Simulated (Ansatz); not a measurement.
SnO:

```
Sn O
1.0
     3.81370    0.00000    0.00000
     0.00000    3.81370    0.00000
     0.00000    0.00000    4.88691
Sn O
2 2
Direct
  0.50000 0.00000 0.76463
  0.00000 0.50000 0.23537
  0.00000 0.00000 0.00000
  0.50000 0.50000 0.00000
```

The cell is a database's computed one.

```yaml
Program: Ansatz 0.2.0
Task: relaxation of cell and atoms
Functional: PBE
Potentials_or_basis: Ansatz PAW earlier set
Cutoff: 900 eV
Density_cutoff: 3600 eV
k_mesh: 7 × 7 × 6
Occupations: fermi-dirac, width 0.05 eV
Spin: no spin polarisation
```

At the start: volume 17.77 Å³/atom.

Problem. Where does the relaxation end?

Solution. It ends after 8 steps and the volume is 18.95 Å³/atom (+6.6 %); space group P4/nmm (No. 129, to 0.05 Å).

Step by step:
| step | energy change (eV) | largest force (eV/Å) | volume (Å³) |
| --- | --- | --- | --- |
| 1 | 0.0000 | 0.3701 | 71.08 |
| 2 | -0.0321 | 0.1190 | 75.35 |
| 3 | -0.0326 | 0.1074 | 75.16 |
| 4 | -0.0333 | 0.0029 | 75.41 |
| 5 | -0.0333 | 0.0009 | 75.49 |
| 6 | -0.0350 | 0.0008 | 75.49 |
| 7 | -0.0350 | 0.0010 | 75.79 |
| 8 | -0.0351 | 0.0009 | 75.79 |

Final structure:
```yaml
crystal:
  lattice:
    - [3.86769, 0.00000, 0.00000]
    - [0.00000, 3.86769, 0.00000]
    - [0.00000, 0.00000, 5.06649]
  atoms:
    - { symbol: Sn, position: [0.50000, 0.00000, 0.77122] }
    - { symbol: Sn, position: [0.00000, 0.50000, 0.22878] }
    - { symbol: O, position: [0.00000, 0.00000, 0.00000] }
    - { symbol: O, position: [0.50000, 0.50000, 0.00000] }
```

Caveat: the plane-wave basis is chosen anew once the cell has moved, so the energies of steps on either side of that aren't comparable.
